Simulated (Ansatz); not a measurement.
```yaml
crystal:
  periodic: [false, false, false]
  atoms:
    - {symbol: C, position_ang: [-0.777757, 1.122819, 0.548302]}
    - {symbol: C, position_ang: [0.347167, 0.112435, 0.479062]}
    - {symbol: C, position_ang: [0.240841, -0.804560, -0.704414]}
    - {symbol: O, position_ang: [-0.621543, -0.782206, -1.539348]}
    - {symbol: O, position_ang: [1.252829, -1.691841, -0.736429]}
    - {symbol: H, position_ang: [-1.746567, 0.626146, 0.615257]}
    - {symbol: H, position_ang: [-0.795171, 1.751000, -0.343224]}
    - {symbol: H, position_ang: [-0.659158, 1.766497, 1.421503]}
    - {symbol: H, position_ang: [1.326798, 0.598260, 0.426397]}
    - {symbol: H, position_ang: [0.384759, -0.515874, 1.374745]}
    - {symbol: H, position_ang: [1.113102, -2.239778, -1.521250]}
basis:
  gaussian: {orbitals: cc-pVDZ}
magnetization: {spin_polarized: true, initial_magnetization: 1}
hamiltonian: {xc: {name: r2SCAN0}, dispersion: d4}
accuracy: high
output: {forces: true}
```

```sh
$ ansatz run in.yaml --threads 4 --pin off --events-out ev --progress --plain --max-ram 10444MiB
```

Output, abridged:

```
Error: a molecule whose nuclei and cores have a total charge of 40 cannot have a net charge of 0 together with 1 unpaired electrons
```

In this input the number of unpaired electrons doesn't fit the electron count. The input was rejected before any iteration.
